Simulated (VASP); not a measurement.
# AlRu (Pm-3m) in VASP: a series of runs

One crystal, AlRu, is run at these levels: LDA, PBE+U; tasks: single point, relaxation of cell and atoms.

Program: VASP 6.6.1. These are calculated values, not measurements. Logs are shortened: lines on timing, memory, paths and dates and some standing lists are left out, and cuts for length are marked.

## 1. The crystal as given

Symmetry: Pm-3m, No. 221, cubic system. Conventional cell: a = 2.992 Å, b = 2.992 Å, c = 2.992 Å, α = 90.00°, β = 90.00°, γ = 90.00°. Around Ru (site symmetry m-3m) lie 8 Al at 2.59 Å. Around Al (site symmetry m-3m) lie 8 Ru at 2.59 Å.

## 2. Single point, LDA

INCAR reads:

```
PREC = Accurate
ENCUT = 520
EDIFF = 1E-7
ISMEAR = 0
SIGMA = 0.1
LREAL = F
LASPH = T
NELM = 60
ALGO = Fast
ISIF = 2
LWAVE = F
LCHARG = F
GGA = CA
NBANDS = 16
```

KPOINTS reads:

```
regular mesh
0
Gamma
  9 9 9
```

POSCAR reads:

```
AlRu
1.0
    2.9916000000      0.0000000000      0.0000000000
    0.0000000000      2.9916000000      0.0000000000
    0.0000000000      0.0000000000      2.9916000000
Ru Al
1 1
Cartesian
    1.4958000000      1.4958000000      1.4958000000
    0.0000000000      0.0000000000      0.0000000000
```

Potentials or basis: VASP PAW LDA potentials, release 64 (Ru_pv, Al).

Started as:

```
> cat potpaw_LDA.64/Ru_pv/POTCAR potpaw_LDA.64/Al/POTCAR > POTCAR
> mpirun -np 1 vasp_std > vasp.out
```

OUTCAR:

```text
PREC = Accurate
   ENCUT = 520
   EDIFF = 1E-7
   ISMEAR = 0
   LREAL = F
   LASPH = T
   NELM = 60
   ISIF = 2
   GGA = CA

 ion  position               nearest neighbor table
   1  0.500  0.500  0.500-   2 2.59   2 2.59   2 2.59   2 2.59   2 2.59   2 2.59   2 2.59   2 2.59

   2  0.000  0.000  0.000-   1 2.59   1 2.59   1 2.59   1 2.59   1 2.59   1 2.59   1 2.59   1 2.59

  LATTYP: Found a simple cubic cell.
 ALAT       =     2.9916000000

  Lattice vectors:

 A1 = (   2.9916000000,   0.0000000000,   0.0000000000)
 A2 = (   0.0000000000,   2.9916000000,   0.0000000000)
 A3 = (   0.0000000000,   0.0000000000,   2.9916000000)

Analysis of symmetry for initial positions (statically):
=====================================================================
 Subroutine PRICEL returns:
 Original cell was already a primitive cell.

 Routine SETGRP: Setting up the symmetry group for a
 simple cubic supercell.

 Subroutine GETGRP returns: Found 48 space group operations
 (whereof 48 operations were pure point group operations)
 out of a pool of 48 trial point group operations.

The static configuration has the point symmetry O_h .

Analysis of symmetry for dynamics (positions and initial velocities):
=====================================================================
 Subroutine PRICEL returns:
 Original cell was already a primitive cell.

 Routine SETGRP: Setting up the symmetry group for a
 simple cubic supercell.

 Subroutine GETGRP returns: Found 48 space group operations
 (whereof 48 operations were pure point group operations)
 out of a pool of 48 trial point group operations.

The dynamic configuration has the point symmetry O_h .

 Subroutine INISYM returns: Found 48 space group operations
 (whereof 48 operations are pure point group operations),
 and found     1 'primitive' translations

----------------------------------------------------------------------------------------

                                     Primitive cell

  volume of cell :      26.7738

  direct lattice vectors                    reciprocal lattice vectors
     2.991600000  0.000000000  0.000000000     0.334269287  0.000000000  0.000000000
     0.000000000  2.991600000  0.000000000     0.000000000  0.334269287  0.000000000
     0.000000000  0.000000000  2.991600000     0.000000000  0.000000000  0.334269287

  length of vectors
     2.991600000  2.991600000  2.991600000     0.334269287  0.334269287  0.334269287

  position of ions in fractional coordinates (direct lattice)
     0.500000000  0.500000000  0.500000000
     0.000000000  0.000000000  0.000000000

  ion indices of the primitive-cell ions
   primitive index   ion index
                 1           1
                 2           2

----------------------------------------------------------------------------------------

 KPOINTS: regular mesh

Automatic generation of k-mesh.
 Grid dimensions read from file:
 generate k-points for:    9    9    9

 Generating k-lattice:

  Cartesian coordinates                     Fractional coordinates (reciprocal lattice)
     0.037141032  0.000000000  0.000000000     0.111111111  0.000000000  0.000000000
     0.000000000  0.037141032  0.000000000     0.000000000  0.111111111  0.000000000
     0.000000000  0.000000000  0.037141032     0.000000000  0.000000000  0.111111111

  Length of vectors
     0.037141032  0.037141032  0.037141032

  Shift w.r.t. Gamma in fractional coordinates (k-lattice)
     0.000000000  0.000000000  0.000000000

 Subroutine IBZKPT returns following result:
 ===========================================

 Found     35 irreducible k-points:

 Following reciprocal coordinates:
            Coordinates               Weight
  0.000000  0.000000  0.000000      1.000000
  0.111111  0.000000  0.000000      6.000000
  0.222222  0.000000  0.000000      6.000000
  0.333333  0.000000  0.000000      6.000000
  0.444444  0.000000  0.000000      6.000000
  0.111111  0.111111  0.000000     12.000000
[... 16 lines left out ...]
  0.333333  0.333333  0.111111     24.000000
  0.444444  0.333333  0.111111     48.000000
 [... further k-points ...]
   k-points           NKPTS =     35   k-points in BZ     NKDIM =     35   number of bands    NBANDS=     16
   number of dos      NEDOS =    301   number of ions     NIONS =      2
   total plane-waves  NPLWV =  13824
   dimension x,y,z NGX =    24 NGY =   24 NGZ =   24
   dimension x,y,z NGXF=    48 NGYF=   48 NGZF=   48
   ions per type =               1   1
   NGX,Y,Z   is equivalent  to a cutoff of  13.34, 13.34, 13.34 a.u.
   NGXF,Y,Z  is equivalent  to a cutoff of  26.67, 26.67, 26.67 a.u.
 SYSTEM =  unknown system
   PREC   = accura    normal or accurate (medium, high low for compatibility)
   ISTART =      0    job   : 0-new  1-cont  2-samecut
   ICHARG =      2    charge: 1-file 2-atom 10-const
   ISPIN  =      1    spin polarized calculation?
   LNONCOLLINEAR =      F non collinear calculations
   LSORBIT =      F    spin-orbit coupling
   LASPH  =      T    aspherical Exc in radial PAW
   ENCUT  =  520.0 eV  38.22 Ry    6.18 a.u.   5.56  5.56  5.56*2*pi/ulx,y,z
   NELM   =     60;   NELMIN=  2; NELMDL= -5     # of ELM steps
   EDIFF  = 0.1E-06   stopping-criterion for ELM
   LREAL  =      F    real-space projection
   EDIFFG = 0.1E-05   stopping-criterion for IOM
   NSW    =      0    number of steps for IOM
   IBRION =     -1    ionic relax: 0-MD 1-quasi-New 2-CG
   NFREE  =      0    steps in history (QN), initial steepest desc. (CG)
   ISIF   =      2    stress and relaxation
   ISYM   =      2    0-nonsym 1-usesym 2-fastsym
   POTIM  = 0.5000    time-step for ionic-motion
   TEBEG  =    0.0;   TEEND  =   0.0 temperature during run
   PSTRESS=    0.0 pullay stress
   NELECT =      17.0000    total number of electrons
   NUPDOWN=      -1.0000    fix difference up-down
   EMIN   =  10.00;   EMAX   =-10.00  energy-range for DOS
   EFERMI =   0.00;   METHOD = LEGACY
   ISMEAR =     0;   SIGMA  =   0.10  broadening in eV -4-tet -1-fermi 0-gaus
   EFERMI_NEDOS =   21; number of points for ismear=-14 and -15
   IALGO  =     68    algorithm
   IMIX   =      4    mixing-type and parameters
     AMIX     =   0.40;   BMIX     =  1.00
     AMIX_MAG =   1.60;   BMIX_MAG =  1.00
  volume/ion in A,a.u.               =      13.39        90.34
  Fermi-wavevector in a.u.,A,eV,Ry     =   1.407087  2.659009 26.938090  1.979894
  Thomas-Fermi vector in A             =   2.529382
   LORBIT       =      0    0 simple, 1 ext, 2 COOP (PROOUT), +10 PAW based schemes
   GGA     = CA    functional components
   LHFCALC =     F    Hartree Fock is set to
   AEXX    =    0.0000 exact exchange contribution
   IVDW    =     0    specifies the selected vdW correction
   LEPSILON=     F    determine dielectric tensor
   LRPA    =     F    only Hartree local field effects (RPA)
 non-spin polarized calculation
 RMM-DIIS sequential band-by-band and
 Gauss-broadening in eV      SIGMA  =   0.10
  energy-cutoff  :      520.00
  volume of cell :       26.77
 maximum number of plane-waves:       739
 NGX is ok and might be reduce to    24
   NGX = 11   NGY = 11   NGZ = 11

 number of electron      16.9999995 magnetization

 Free energy of the ion-electron system (eV)
  ---------------------------------------------------
  ext. energy  EPLUGINS =         0.00000000
  ---------------------------------------------------
  free energy    TOTEN  =       -16.16255946 eV

  energy without entropy =      -16.15306493  energy(sigma->0) =      -16.15781219

 E-fermi :  10.4322     XC(G=0): -12.7950

 val. band max:       10.4262174055   @ k =   0.4444   0.4444   0.1111
 cond. band min:      10.4359493087   @ k =   0.4444   0.1111   0.1111
 fundamental gap:      0.0097319032
 Fermi energy:        10.4322468899

 k-point     1 :       0.0000    0.0000    0.0000
  band No.  band energies     occupation
      1     -31.0833      2.00000
      2     -31.0833      2.00000
      3     -31.0833      2.00000
      4       0.8544      2.00000
      5       6.9161      2.00000
      6       6.9161      2.00000
[... 8 lines left out ...]
     15      22.1337      0.00000
     16      25.4148      0.00000

 k-point     2 :       0.1111    0.0000    0.0000
  band No.  band energies     occupation
      1     -31.1085      2.00000
      2     -31.0812      2.00000
      3     -31.0812      2.00000
      4       1.0906      2.00000
      5       6.9942      2.00000
      6       6.9974      2.00000
[... 8 lines left out ...]
     15      22.3037      0.00000
     16      26.1846      0.00000

 k-point     3 :       0.2222    0.0000    0.0000
  band No.  band energies     occupation
      1     -31.1719      2.00000
      2     -31.0758      2.00000
      3     -31.0758      2.00000
      4       1.7731      2.00000
      5       7.0600      2.00000
      6       7.2146      2.00000
[... 8 lines left out ...]
     15      23.1461      0.00000
     16      27.4292      0.00000

 k-point     4 :       0.3333    0.0000    0.0000
  band No.  band energies     occupation
      1     -31.2434      2.00000
      2     -31.0697      2.00000
      3     -31.0697      2.00000
      4       2.8289      2.00000
      5       6.6509      2.00000
      6       7.4851      2.00000
[... 8 lines left out ...]
     15      23.5721      0.00000
     16      25.3845      0.00000
[... 324 lines left out ...]
 k-point    22 :       0.4444    0.2222    0.1111
  band No.  band energies     occupation
      1     -31.2757      2.00000
      2     -31.1484      2.00000
      3     -31.0820      2.00000
      4       4.6381      2.00000
      5       6.0948      2.00000
      6       8.0261      2.00000
[... 8 lines left out ...]
     15      22.2930      0.00000
     16      24.2810      0.00000

 k-point    23 :       0.3333    0.3333    0.1111
  band No.  band energies     occupation
      1     -31.2239      2.00000
      2     -31.2204      2.00000
      3     -31.0798      2.00000
      4       4.2668      2.00000
      5       6.8297      2.00000
      6       8.0241      2.00000
[... 8 lines left out ...]
     15      23.8999      0.00000
     16      25.0371      0.00000

 k-point    24 :       0.4444    0.3333    0.1111
  band No.  band energies     occupation
      1     -31.2668      2.00000
      2     -31.2168      2.00000
      3     -31.0756      2.00000
      4       4.6800      2.00000
      5       6.7463      2.00000
      6       8.0004      2.00000
[... 8 lines left out ...]
     15      23.5282      0.00000
     16      24.0135      0.00000

 [... further k-points ...]

------------------------ aborting loop because EDIFF is reached ----------------------------------------

  FORCE on cell =-STRESS in cart. coord.  units (eV):
  Direction    XX          YY          ZZ          XY          YZ          ZX
  --------------------------------------------------------------------------------------
  -------------------------------------------------------------------------------------
  Total       -1.2884032     -1.2884032     -1.2884032      0.0000000      0.0000000     -0.0000000
  in kB      -77.0995401    -77.0995401    -77.0995401      0.0000000      0.0000000     -0.0000000
  external PRESSURE =     -77.0995401 kB  Pullay stress =       0.0000000 kB

 VOLUME and BASIS-vectors are now :
 -----------------------------------------------------------------------------
  energy-cutoff  :      520.00
  volume of cell :       26.77
      direct lattice vectors                 reciprocal lattice vectors
     2.991600000  0.000000000  0.000000000     0.334269287  0.000000000  0.000000000
     0.000000000  2.991600000  0.000000000     0.000000000  0.334269287  0.000000000
     0.000000000  0.000000000  2.991600000     0.000000000  0.000000000  0.334269287

 POSITION                                       TOTAL-FORCE (eV/Angst)
 -----------------------------------------------------------------------------------
      1.49580      1.49580      1.49580         0.000000      0.000000      0.000000
      0.00000      0.00000      0.00000         0.000000      0.000000      0.000000
 -----------------------------------------------------------------------------------
    total drift:                                0.000000     -0.000000     -0.000000

  FREE ENERGIE OF THE ION-ELECTRON SYSTEM (eV)
  ---------------------------------------------------
  free  energy   TOTEN  =       -16.1625594588 eV

  energy  without entropy=      -16.1530649280  energy(sigma->0) =      -16.15781219
```

It took 9.5 s on 1 thread of Intel Xeon Platinum 8488C (Sapphire Rapids), shared host; peak memory 0.12 GiB.

What came out:

```yaml
Free_energy: -16.1626 eV
Pressure: -7.7 GPa
Band_gap_on_the_k_mesh: none (metal or under the smearing width)
```

## 3. Single point, LDA

run.py reads:

```python
from ase.calculators.vasp import Vasp
from ase.dft.bandgap import bandgap
from ase.spacegroup import crystal

atoms = crystal(
    ['Ru', 'Al'],
    basis=[[0.5, 0.5, 0.5], [0.0, 0.0, 0.0]],
    spacegroup=221,
    setting=1,
    cellpar=[2.9916, 2.9916, 2.9916, 90.0, 90.0, 90.0],
    primitive_cell=True,
)
calc = Vasp(
    directory='calc',
    xc='lda',
    pp='LDA',
    setups='materialsproject',
    prec='Accurate',
    encut=520,
    ediff=1e-07,
    ismear=0,
    sigma=0.1,
    lreal=False,
    lasph=True,
    nelm=80,
    algo='Fast',
    isif=2,
    lwave=False,
    lcharg=False,
    kpts=[9, 9, 9],
    gamma=True,
)
atoms.calc = calc

print('energy (eV):', atoms.get_potential_energy())
print('free energy (eV):', atoms.get_potential_energy(force_consistent=True))
print('forces (eV/A):')
print(atoms.get_forces())
print('stress (eV/A^3, Voigt):', atoms.get_stress())
print('Fermi level (eV):', calc.get_fermi_level())
gap, top, bottom = bandgap(calc)
print('band gap (eV):', gap, 'from (spin, k, band)', top, 'to', bottom)
```

Potentials or basis: VASP PAW LDA potentials, release 64 (Ru_pv, Al).

Started as:

```
> python run.py
```

Wall time 11 s (1 thread of Intel Xeon Platinum 8488C (Sapphire Rapids), shared host); peak memory 0.13 GiB.

The run converged. Its results:

* Free energy: -16.1626 eV
* Pressure: -7.7 GPa
* Band gap on the k mesh: none (metal or under the smearing width)

Levels at points of the mesh, in eV from the Fermi level:
| k point | band 7 | band 8 | band 9 | band 10 | band 11 | band 12 |
| --- | --- | --- | --- | --- | --- | --- |
| (0.00, 0.00, 0.00) | 0.24 | 0.24 | 0.24 | 6.10 | 6.10 | 6.10 |

(Continued in part 2 of 2.)
